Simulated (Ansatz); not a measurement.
Crystal: Sb.

```xyz
1
Lattice="-1.8713 1.8713 1.8713 1.8713 -1.8713 1.8713 1.8713 1.8713 -1.8713" Properties=species:S:1:pos:R:3 pbc="T T T"
Sb    0.0000    0.0000    0.0000
```

This isn't the form of Sb at room conditions, which is rhombohedral.

Base run:

* Program: Ansatz 0.2.0
* Functional: RPBE
* Potentials or basis: Ansatz PAW
* Cutoff: 420 eV (not typed: the program's choice for these potentials)
* k mesh: 10 × 10 × 10
* Occupations: fermi-dirac, width 0.05 eV
* Spin: no spin polarisation

Its results: band gap on the k mesh none (metal or under the smearing width); pressure 4.6 GPa.

Question: The run is repeated on the same cell with these changes: functional from RPBE to PBEsol. What comes out?

Answer: Band gap on the k mesh none (metal or under the smearing width); pressure 0.0 GPa.

PBEsol binds more tightly than RPBE, so the same cell stands under less pressure.

Caveats: spin-orbit coupling is left out, which moves the levels of the heavy elements; the PAW data sets come from PBE, with cores solved anew for the run's functional, which leaves a small shift of forces and pressure.
